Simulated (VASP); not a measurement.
# InP (F-43m) in VASP: further runs

One crystal, InP, is run at these levels: PBEsol; tasks: single point, relaxation of cell and atoms.

All numbers are computed with VASP 6.6.1; they aren't measurements. Logs are shortened: lines on timing, memory, paths and dates and some standing lists are left out, and cuts for length are marked.

**What was measured.**

From a printed reference work, data compilation, for a bulk crystal of InP at 1.6 K: band gap 1.4236 eV (direct).

The results are compared with them further down.

### Step 1. Starting point

It takes space group F-43m (No. 216, cubic). The conventional cell has a = 5.675 Å, b = 5.675 Å, c = 5.675 Å, α = 90.00°, β = 90.00°, γ = 90.00°. Around In (site symmetry -43m) lie 4 P at 2.46 Å. P (site symmetry -43m) is surrounded by 4 In at 2.46 Å.

### Step 2. Single point, PBEsol

The input, INCAR:

```
SYSTEM = InP
  ALGO = Normal
  EDIFF = 1E-6
  ENCUT = 520
  GGA = PS
  ISIF = 2
  ISMEAR = 0
  LASPH = .True.
  LCHARG = .False.
  LREAL = .False.
  LWAVE = .False.
  NBANDS = 16
  NELM = 100
  PREC = Accurate
  SIGMA = 0.01
```

The input, KPOINTS:

```
k-points
0
Gamma
  10 10 10
  0 0 0
```

The input, POSCAR:

```
InP
1.0
    0.0000000000      2.8375261813      2.8375261813
    2.8375261813      0.0000000000      2.8375261813
    2.8375261813      2.8375261813      0.0000000000
In P
1 1
Direct
    0.0000000000      0.0000000000      0.0000000000
    0.7500000000      0.7500000000      0.7500000000
```

Potentials or basis: VASP PAW PBE potentials, release 64 (In_d, P).

On the command line:

```
cat potpaw_PBE.64/In_d/POTCAR potpaw_PBE.64/P/POTCAR > POTCAR
mpirun -np 1 vasp_std > vasp.out
```

OUTCAR:

```text
SYSTEM = InP
   EDIFF = 1E-6
   ENCUT = 520
   GGA = PS
   ISIF = 2
   ISMEAR = 0
   LASPH = .True.
   LREAL = .False.
   NELM = 100
   PREC = Accurate

 ion  position               nearest neighbor table
   1  0.000  0.000  0.000-   2 2.46   2 2.46   2 2.46   2 2.46
   2  0.750  0.750  0.750-   1 2.46   1 2.46   1 2.46   1 2.46

  LATTYP: Found a face centered cubic cell.
 ALAT       =     5.6750523626

  Lattice vectors:

 A1 = (   0.0000000000,   2.8375261813,   2.8375261813)
 A2 = (   2.8375261813,   0.0000000000,   2.8375261813)
 A3 = (   2.8375261813,   2.8375261813,   0.0000000000)

Analysis of symmetry for initial positions (statically):
=====================================================================
 Subroutine PRICEL returns:
 Original cell was already a primitive cell.

 Routine SETGRP: Setting up the symmetry group for a
 face centered cubic supercell.

 Subroutine GETGRP returns: Found 24 space group operations
 (whereof 24 operations were pure point group operations)
 out of a pool of 48 trial point group operations.

The static configuration has the point symmetry T_d .

Analysis of symmetry for dynamics (positions and initial velocities):
=====================================================================
 Subroutine PRICEL returns:
 Original cell was already a primitive cell.

 Routine SETGRP: Setting up the symmetry group for a
 face centered cubic supercell.

 Subroutine GETGRP returns: Found 24 space group operations
 (whereof 24 operations were pure point group operations)
 out of a pool of 48 trial point group operations.

The dynamic configuration has the point symmetry T_d .

 Subroutine INISYM returns: Found 24 space group operations
 (whereof 24 operations are pure point group operations),
 and found     1 'primitive' translations

----------------------------------------------------------------------------------------

                                     Primitive cell

  volume of cell :      45.6930

  direct lattice vectors                    reciprocal lattice vectors
     0.000000000  2.837526181  2.837526181    -0.176209828  0.176209828  0.176209828
     2.837526181  0.000000000  2.837526181     0.176209828 -0.176209828  0.176209828
     2.837526181  2.837526181  0.000000000     0.176209828  0.176209828 -0.176209828

  length of vectors
     4.012868009  4.012868009  4.012868009     0.305204375  0.305204375  0.305204375

  position of ions in fractional coordinates (direct lattice)
     0.000000000  0.000000000  0.000000000
     0.750000000  0.750000000  0.750000000

  ion indices of the primitive-cell ions
   primitive index   ion index
                 1           1
                 2           2

----------------------------------------------------------------------------------------

 KPOINTS: k-points

Automatic generation of k-mesh.
 Grid dimensions read from file:
 generate k-points for:   10   10   10

 Generating k-lattice:

  Cartesian coordinates                     Fractional coordinates (reciprocal lattice)
    -0.017620983  0.017620983  0.017620983     0.100000000  0.000000000  0.000000000
     0.017620983 -0.017620983  0.017620983     0.000000000  0.100000000  0.000000000
     0.017620983  0.017620983 -0.017620983     0.000000000  0.000000000  0.100000000

  Length of vectors
     0.030520437  0.030520437  0.030520437

  Shift w.r.t. Gamma in fractional coordinates (k-lattice)
     0.000000000  0.000000000  0.000000000

 Subroutine IBZKPT returns following result:
 ===========================================

 Found     47 irreducible k-points:

 Following reciprocal coordinates:
            Coordinates               Weight
  0.000000  0.000000  0.000000      1.000000
  0.100000  0.000000  0.000000      8.000000
  0.200000  0.000000  0.000000      8.000000
  0.300000  0.000000  0.000000      8.000000
  0.400000  0.000000  0.000000      8.000000
  0.500000  0.000000  0.000000      4.000000
[... 16 lines left out ...]
  0.300000  0.300000  0.000000      6.000000
  0.400000  0.300000  0.000000     24.000000
 [... further k-points ...]
   k-points           NKPTS =     47   k-points in BZ     NKDIM =     47   number of bands    NBANDS=     16
   number of dos      NEDOS =    301   number of ions     NIONS =      2
   total plane-waves  NPLWV =  27000
   dimension x,y,z NGX =    30 NGY =   30 NGZ =   30
   dimension x,y,z NGXF=    60 NGYF=   60 NGZF=   60
   ions per type =               1   1
   NGX,Y,Z   is equivalent  to a cutoff of  12.43, 12.43, 12.43 a.u.
   NGXF,Y,Z  is equivalent  to a cutoff of  24.86, 24.86, 24.86 a.u.
 SYSTEM =  InP
   PREC   = accura    normal or accurate (medium, high low for compatibility)
   ISTART =      0    job   : 0-new  1-cont  2-samecut
   ICHARG =      2    charge: 1-file 2-atom 10-const
   ISPIN  =      1    spin polarized calculation?
   LNONCOLLINEAR =      F non collinear calculations
   LSORBIT =      F    spin-orbit coupling
   LASPH  =      T    aspherical Exc in radial PAW
   ENCUT  =  520.0 eV  38.22 Ry    6.18 a.u.   7.46  7.46  7.46*2*pi/ulx,y,z
   NELM   =    100;   NELMIN=  2; NELMDL= -5     # of ELM steps
   EDIFF  = 0.1E-05   stopping-criterion for ELM
   LREAL  =      F    real-space projection
   EDIFFG = 0.1E-04   stopping-criterion for IOM
   NSW    =      0    number of steps for IOM
   IBRION =     -1    ionic relax: 0-MD 1-quasi-New 2-CG
   NFREE  =      0    steps in history (QN), initial steepest desc. (CG)
   ISIF   =      2    stress and relaxation
   ISYM   =      2    0-nonsym 1-usesym 2-fastsym
   POTIM  = 0.5000    time-step for ionic-motion
   TEBEG  =    0.0;   TEEND  =   0.0 temperature during run
   PSTRESS=    0.0 pullay stress
   NELECT =      18.0000    total number of electrons
   NUPDOWN=      -1.0000    fix difference up-down
   EMIN   =  10.00;   EMAX   =-10.00  energy-range for DOS
   EFERMI =   0.00;   METHOD = LEGACY
   ISMEAR =     0;   SIGMA  =   0.01  broadening in eV -4-tet -1-fermi 0-gaus
   EFERMI_NEDOS =   21; number of points for ismear=-14 and -15
   IALGO  =     38    algorithm
   IMIX   =      4    mixing-type and parameters
     AMIX     =   0.40;   BMIX     =  1.00
     AMIX_MAG =   1.60;   BMIX_MAG =  1.00
  volume/ion in A,a.u.               =      22.85       154.18
  Fermi-wavevector in a.u.,A,eV,Ry     =   1.200095  2.267852 19.595506  1.440229
  Thomas-Fermi vector in A             =   2.335941
   LORBIT       =      0    0 simple, 1 ext, 2 COOP (PROOUT), +10 PAW based schemes
   GGA     = PS    functional components
   LHFCALC =     F    Hartree Fock is set to
   AEXX    =    0.0000 exact exchange contribution
   IVDW    =     0    specifies the selected vdW correction
   LEPSILON=     F    determine dielectric tensor
   LRPA    =     F    only Hartree local field effects (RPA)
 non-spin polarized calculation
 Gauss-broadening in eV      SIGMA  =   0.01
  energy-cutoff  :      520.00
  volume of cell :       45.69
 maximum number of plane-waves:      1249
 NGX is ok and might be reduce to    30
   NGX = 15   NGY = 15   NGZ = 15

 number of electron      17.9999990 magnetization

 Free energy of the ion-electron system (eV)
  ---------------------------------------------------
  ext. energy  EPLUGINS =         0.00000000
  ---------------------------------------------------
  free energy    TOTEN  =        -9.02632655 eV

  energy without entropy =       -9.02632655  energy(sigma->0) =       -9.02632655

 E-fermi :   6.2576     XC(G=0):  -9.9123

 val. band max:        6.2162106881   @ k =   0.0000   0.0000   0.0000
 cond. band min:       7.3430721515   @ k =   0.0000   0.0000   0.0000
 fundamental gap:      1.1268614634
 Fermi energy:         6.2575706779

 k-point     1 :       0.0000    0.0000    0.0000
  band No.  band energies     occupation
      1      -8.1790      2.00000
      2      -8.1790      2.00000
      3      -8.1790      2.00000
      4      -7.9688      2.00000
      5      -7.9688      2.00000
      6      -6.0493      2.00000
[... 8 lines left out ...]
     15      15.7966      0.00000
     16      15.7966      0.00000

 k-point     2 :       0.1000    0.0000    0.0000
  band No.  band energies     occupation
      1      -8.1991      2.00000
      2      -8.1721      2.00000
      3      -8.1721      2.00000
      4      -7.9689      2.00000
      5      -7.9689      2.00000
      6      -5.9133      2.00000
[... 8 lines left out ...]
     15      15.2258      0.00000
     16      15.6315      0.00000

 k-point     3 :       0.2000    0.0000    0.0000
  band No.  band energies     occupation
      1      -8.2475      2.00000
      2      -8.1555      2.00000
      3      -8.1555      2.00000
      4      -7.9676      2.00000
      5      -7.9676      2.00000
      6      -5.5235      2.00000
[... 8 lines left out ...]
     15      14.7616      0.00000
     16      15.6361      0.00000

 k-point     4 :       0.3000    0.0000    0.0000
  band No.  band energies     occupation
      1      -8.3015      2.00000
      2      -8.1385      2.00000
      3      -8.1385      2.00000
      4      -7.9620      2.00000
      5      -7.9620      2.00000
      6      -4.9350      2.00000
[... 8 lines left out ...]
     15      15.0996      0.00000
     16      15.1811      0.00000
[... 324 lines left out ...]
 k-point    22 :      -0.2000    0.2000    0.0000
  band No.  band energies     occupation
      1      -8.3143      2.00000
      2      -8.1265      2.00000
      3      -8.1255      2.00000
      4      -7.9765      2.00000
      5      -7.9580      2.00000
      6      -4.7399      2.00000
[... 8 lines left out ...]
     15      16.8100      0.00000
     16      17.9420      0.00000

 k-point    23 :       0.3000    0.3000    0.0000
  band No.  band energies     occupation
      1      -8.3641      2.00000
      2      -8.0844      2.00000
      3      -8.0844      2.00000
      4      -8.0180      2.00000
      5      -7.9362      2.00000
      6      -4.5797      2.00000
[... 8 lines left out ...]
     15      16.4899      0.00000
     16      19.6406      0.00000

 k-point    24 :       0.4000    0.3000    0.0000
  band No.  band energies     occupation
      1      -8.3903      2.00000
      2      -8.0721      2.00000
      3      -8.0667      2.00000
      4      -8.0233      2.00000
      5      -7.9310      2.00000
      6      -4.0729      2.00000
[... 8 lines left out ...]
     15      16.9529      0.00000
     16      19.4525      0.00000

 [... further k-points ...]

------------------------ aborting loop because EDIFF is reached ----------------------------------------

  FORCE on cell =-STRESS in cart. coord.  units (eV):
  Direction    XX          YY          ZZ          XY          YZ          ZX
  --------------------------------------------------------------------------------------
  -------------------------------------------------------------------------------------
  Total        2.5491006      2.5491006      2.5491006      0.0000000      0.0000000     -0.0000000
  in kB       89.3815597     89.3815597     89.3815597      0.0000000      0.0000000     -0.0000000
  external PRESSURE =      89.3815597 kB  Pullay stress =       0.0000000 kB

 VOLUME and BASIS-vectors are now :
 -----------------------------------------------------------------------------
  energy-cutoff  :      520.00
  volume of cell :       45.69
      direct lattice vectors                 reciprocal lattice vectors
     0.000000000  2.837526181  2.837526181    -0.176209828  0.176209828  0.176209828
     2.837526181  0.000000000  2.837526181     0.176209828 -0.176209828  0.176209828
     2.837526181  2.837526181  0.000000000     0.176209828  0.176209828 -0.176209828

 POSITION                                       TOTAL-FORCE (eV/Angst)
 -----------------------------------------------------------------------------------
      0.00000      0.00000      0.00000         0.000000      0.000000      0.000000
      4.25629      4.25629      4.25629        -0.000000     -0.000000     -0.000000
 -----------------------------------------------------------------------------------
    total drift:                                0.000000      0.000000      0.000000

  FREE ENERGIE OF THE ION-ELECTRON SYSTEM (eV)
  ---------------------------------------------------
  free  energy   TOTEN  =        -9.0263265470 eV

  energy  without entropy=       -9.0263265470  energy(sigma->0) =       -9.02632655
```

Wall time 85 s (1 thread of AMD EPYC 7R43 (Zen 3), shared host); peak memory 0.15 GiB.

Results:

- Free energy: -9.0263 eV
- Pressure: 8.9 GPa
- Band gap on the k mesh: 1.13 eV, direct

Caveat: the PAW data sets were made with another functional, which shifts forces and pressure a little; spin-orbit coupling is left out, which moves the levels of the heavy elements.

(Part 1 of 2 ends here.)
